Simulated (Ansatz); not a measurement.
# Energies and gaps of 2 cells of BaZrO3

2 cells of BaZrO3 were relaxed with r2SCAN in the plane-wave code Ansatz. Calculated for a static, non-magnetic cell.

cubic perovskite:
```
CELL_PARAMETERS angstrom
4.20536 0.00000 0.00000
0.00000 4.20536 0.00000
0.00000 0.00000 4.20536
ATOMIC_POSITIONS crystal
Ba 0.00000 0.00000 0.00000
Zr 0.50000 0.50000 0.50000
O 0.50000 0.50000 0.00000
O 0.50000 0.00000 0.50000
O 0.00000 0.50000 0.50000
```

database I4/mcm (10 atoms):
```
CELL_PARAMETERS angstrom
-2.97251 2.97251 4.20647
2.97251 -2.97251 4.20647
2.97251 2.97251 -4.20647
ATOMIC_POSITIONS crystal
Ba 0.75000 0.25000 0.50000
Ba 0.25000 0.75000 0.50000
Zr 0.00000 0.00000 0.00000
Zr 0.50000 0.50000 0.00000
O 0.75000 0.75000 0.00000
O 0.25000 0.25000 0.00000
O 0.24227 0.74227 0.98453
O 0.75773 0.25773 0.01547
O 0.74227 0.75773 0.50000
O 0.25773 0.24227 0.50000
```

Energies are counted from the lowest cell, each relaxed with the functional named (k spacing about 0.3 1/Å); gaps are on the r2SCAN cells (d direct, i indirect).
```csv
structure,space group,volume (Å³/atom),"E, r2SCAN (meV/atom)","E, PBEsol (meV/atom)","E, LDA (meV/atom)","E, PBE (meV/atom)","gap, PBE (eV)","gap, r2SCAN (eV)","gap, HSE06 (eV)","gap, PBE0 (eV)"
cubic perovskite,Pm-3m,14.87,0,1,2,0,3.22 i (R → Γ),3.73 i (R → Γ),4.69 i (R → Γ),5.44 i (R → Γ)
database I4/mcm (10 atoms),I4/mcm,14.87,0,0,0,0,3.23 d (Γ),3.74 d (Γ),4.70 d (Γ),5.45 d (Γ)
```

With r2SCAN the two lowest, database I4/mcm (10 atoms) and cubic perovskite, differ by 0 meV an atom, less than the 3 meV that these k meshes can be trusted to. Other structures, not computed here, could lie lower. With PBEsol, LDA, PBE the lowest cells aren't resolved.

Against database I4/mcm (10 atoms) (HSE06 gap 4.70 eV): cubic perovskite -0.01 eV at 0.0 % volume.

The runs are scalar-relativistic, without spin-orbit coupling.

The meshes of the hybrids are coarse, so their gaps aren't converged to the digits shown.
